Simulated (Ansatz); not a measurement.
# Nickel, bcc: r²SCAN0 at the r²SCAN geometry

Aim: see what exact exchange does to the levels and moments, and what it costs. The geometry was relaxed under r²SCAN beforehand and is kept. Exact exchange is dear, so the k-mesh is coarse, and r²SCAN is run on the same mesh for comparison.

Method: DFT, plane waves (500 eV) with PBE-made PAW files, scalar-relativistic; functionals as named at each step, in Ansatz 0.2.0.

## Step 1: The starting structure

The structure is cubic, space group Im-3m (No. 229). The conventional cell has a = 2.765 Å, b = 2.765 Å, c = 2.765 Å, α = 90.00°, β = 90.00°, γ = 90.00°. Ni (site symmetry m-3m) has 8 Ni at 2.39 Å as nearest neighbours.

Structure file:

```
Ni
1.0
    -1.38244    1.38244    1.38244
     1.38244   -1.38244    1.38244
     1.38244    1.38244   -1.38244
Ni
1
Direct
  0.00000 0.00000 0.00000
```

The atoms start with moments of +0.68 μB.

## Step 2: r²SCAN, coarse mesh

The run with r²SCAN.

input.yaml reads:

```yaml
crystal:
  lattice:
    - [-1.3824379051, 1.3824379051, 1.3824379051]
    - [1.3824379051, -1.3824379051, 1.3824379051]
    - [1.3824379051, 1.3824379051, -1.3824379051]
  atoms:
    - { symbol: Ni, position: [0.0, 0.0, 0.0], spin: 0.685 }
hamiltonian:
  xc: r2scan
  pseudopotentials:
    kind: paw
    azcp:
      Ni: "pseudopotentials/Ni.paw.azcp"
basis:
  ecutwfc: 500
  fft_grid_basis: typed
kpoints:
  mp_grid: { grid: [8, 8, 8], shift: [0, 0, 0] }
magnetization:
  spin_polarized: true
scf:
  occupations: { method: fermi_dirac, width: 0.1 }
```

On the command line:

```console
ansatz run input.yaml --threads 4 --pin off --max-ram 8192MiB --backend cpu --events-out ev --progress --plain --runs-dir out
```

What it wrote, shortened:

```text
Warning: RAYON_NUM_THREADS=4 ignored (pool sized by the plan → 4); use --threads N
[...]
Pseudopotentials: kind: paw
Pseudopotential: Ni, paw, valence charge 18, recommended cutoff 500 eV (meta_gga), <dir>
Functional definition: r2SCAN
[...]
Crystal: 1 atoms, lattice volume = 10.568 Å³
Basis set: ecut = 500 eV, 249 PW (Γ), exchange–correlation on 72×72×72 points (64 copies of the dense FFT grid, shifted against one another)
Bands: 14, of which v1, the nominal top of the filled ones, is band 9 counted from 1 (8 counted from 0)
Symmetry: 48 space group operations
Space group: Im-3m (ITA 229), of the structure as read, at distance tolerance 2.2e-5 Å
Magnetic group: BNS 229.140 (UNI 1642), of the structure as read, at distance tolerance 2.2e-5 Å
k-points: 29 of 512
[...]
Starting moments: Σ|m| = 0.685 μB on 1 of 1 site
[...]
SCF iter   1: F=—  HF=-5844.221147 eV  |F-HF|=—  |Δ(HF+E_count)|=         —  Δρ=6.01e-2 (↑1.70e-2 ↓6.01e-2)  dr2=1.90e-1  dr2_τ=5.00e-3  dr2_m=1.24e-1  M=0.772 μB ∫|m|=0.815 μB  β_m=1.00  ethr=1.93e-3  ⟨swp⟩=3.5  Hψ=6317  notcnv=0
[...]
SCF iter  16: F=-5845.192124 eV  HF=-5845.192124 eV  |F-HF|=1.54e-9  |Δ(HF+E_count)|=   1.52e-7  Δρ=4.96e-6 (↑2.77e-6 ↓4.96e-6)  dr2=3.68e-9  dr2_τ=4.02e-12  dr2_m=1.37e-10  M=0.637 μB ∫|m|=0.771 μB  ethr=1.60e-12  ⟨swp⟩=1.6  Hψ=2976  notcnv=0
[...]
this state was not tested for a lower state beside it, because the mixer in use, unlike msr1, does not test its closes by its own steps (another_mixer; see scf.mixing.algorithm and scf.lower_state_search)
SCF converged after 16 iterations
Magnetization: 0.6366 μB (9.3183 up, 8.6817 down)
Absolute magnetization: 0.7723 μB (∫|ρ↑−ρ↓|, with the PAW one-centre terms)
Spin contamination: 0.0212 ħ² per cell (⟨S²⟩ above its minimum at these occupations)
Per-site moments (μB) at R_I (Å): [(0.6958332537415124, 0.9877117346011912)]
Free energy (F): -5845.192124 eV
[...]
E sigma→0 (E₀):  -5845.171276 eV
Entropy (-TS):   -0.041697 eV (-41.697 meV/atom)
Fermi energy:    18.589320 eV
[...]
```

Wall time 1.3 s (4 threads of Arm Neoverse V1, shared host); peak memory 0.27 GiB.

(Part 1 of 2 ends here.)
